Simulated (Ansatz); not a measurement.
# Band structure of LiF

```
Li F
1.0
     0.00000    2.03405    2.03405
     2.03405    0.00000    2.03405
     2.03405    2.03405    0.00000
Li F
1 1
Direct
  0.00000 0.00000 0.00000
  0.50000 0.50000 0.50000
```

Atom numbers follow the list: Li1, F2.

Conventional cell: a = 4.068 Å, b = 4.068 Å, c = 4.068 Å, α = 90.00°, β = 90.00°, γ = 90.00°. Li (atom 1) is surrounded by 6 F at 2.03 Å. F (atom 2) is surrounded by 6 Li at 2.03 Å.

The cell was built from the rocksalt type and relaxed in the same program, and has space group Fm-3m; it needn't be a known or the stable phase.

Theory: DFT, PBE, all-electron LAPW, scalar-relativistic in Ansatz 0.2.0.

Settings: a Γ-centred 14×14×14 k mesh, Fermi–Dirac smearing of 0.03 eV, basis error target 0.5 meV/atom, no spin polarisation.

Points in fractions of the reciprocal vectors of this cell: Γ (0, 0, 0), X (0.5, 0, 0.5), U (0.625, 0.25, 0.625), K (0.375, 0.375, 0.75), L (0.5, 0.5, 0.5), W (0.5, 0.25, 0.75). The path joins them by straight lines in the order Γ–X–U–K–Γ–L–W–X; legs that retrace an earlier one aren't tabulated. Energies are in eV from the top of the valence band.

Question: Metal or insulator at this level of theory?

Answer: An insulator or semiconductor: gap 8.81 eV, direct at Γ.

Question: Tabulate bands 1 to 7, counted from the lowest band of the run, along the path.

Answer: 
```
k (1/Å)  point  band 1  band 2  band 3  band 4  band 5  band 6  band 7
   0.00      Γ  -40.95  -19.89    0.00    0.00    0.00    8.81   23.55
   0.39         -40.94  -19.81   -0.39   -0.14   -0.14    9.45   21.31
   0.77         -40.92  -19.60   -1.38   -0.49   -0.49   11.13   18.58
   1.16         -40.90  -19.35   -2.43   -0.82   -0.82   13.25   16.91
   1.54      X  -40.89  -19.24   -2.88   -0.95   -0.95   14.53   16.35
   1.68         -40.89  -19.24   -2.84   -1.00   -0.94   14.54   16.16
   1.82         -40.89  -19.24   -2.75   -1.13   -0.89   14.55   15.64
   1.95         -40.89  -19.26   -2.59   -1.30   -0.81   14.58   14.97
   2.09      U  -40.89  -19.27   -2.39   -1.50   -0.70   14.28   14.65
   2.33         -40.89  -19.29   -2.22   -1.63   -0.67   13.95   14.84
   2.56         -40.89  -19.29   -2.07   -1.76   -0.67   13.84   14.99
   2.80         -40.89  -19.29   -2.22   -1.63   -0.67   13.95   14.84
   3.04      K  -40.89  -19.27   -2.39   -1.50   -0.70   14.28   14.65
   3.45         -40.90  -19.39   -1.84   -1.57   -0.34   12.41   15.19
   3.86         -40.92  -19.60   -1.46   -0.72   -0.08   10.83   16.75
   4.27         -40.94  -19.80   -0.54   -0.18    0.00    9.46   19.80
   4.67      Γ  -40.95  -19.89    0.00    0.00    0.00    8.81   23.55
   5.01         -40.95  -19.83   -0.42   -0.03   -0.03    9.25   20.32
   5.34         -40.93  -19.69   -1.32   -0.11   -0.11   10.10   17.68
   5.68         -40.91  -19.54   -2.12   -0.19   -0.19   10.57   16.55
   6.01      L  -40.90  -19.48   -2.43   -0.22   -0.22   10.63   16.38
   6.29         -40.90  -19.45   -2.38   -0.52   -0.29   11.11   16.07
   6.56         -40.89  -19.37   -2.24   -1.17   -0.46   12.32   15.47
   6.83         -40.89  -19.29   -2.07   -1.76   -0.67   13.84   14.99
   7.10      W  -40.89  -19.26   -1.98   -1.98   -0.77   14.82   14.82
   7.30         -40.89  -19.26   -2.34   -1.61   -0.80   14.65   15.10
   7.49         -40.89  -19.25   -2.63   -1.27   -0.86   14.57   15.53
   7.68         -40.89  -19.24   -2.81   -1.04   -0.93   14.54   16.05
   7.88      X  -40.89  -19.24   -2.88   -0.95   -0.95   14.53   16.35
```
